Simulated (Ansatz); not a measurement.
Skutterudite CoSb3, treated with r²SCAN-D4 (Ansatz, a quantum-chemistry and plane-wave program, plane waves, PAW).

Settings: plane-wave cutoff 500 eV, 6×6×6 k mesh, gaussian smearing 0.02 eV, no spin polarisation, scalar-relativistic PAW data made under PBE.

Computed at the level's own relaxed cell.

Question: Predict the equilibrium volume per atom, lattice constant a and band gap.

Answer: 
- equilibrium volume per atom: 22.94 Å³/atom
- lattice constant a: 9.020 Å
- band gap: 0.47 eV (on the SCF k mesh)

Measured, for comparison: band gap 0.63 eV (temperature not stated, not corrected to a static lattice; as tabulated in Kim et al. (2020), doi:10.1038/s41597-020-00723-8); equilibrium volume per atom 23.06 Å³/atom, lattice constant a 9.037 Å (room temperature, not corrected to a static lattice; as tabulated in Alexeev et al. (2016), arXiv:1601.07731). Computed (rounded) less measured: equilibrium volume per atom -0.5 %, lattice constant a -0.2 %. A static lattice is as a rule a little smaller and stiffer than an uncorrected measurement, which can account for part of this.

Spin–orbit coupling is not included; with these elements it can move the gap by several tenths of an eV or more.
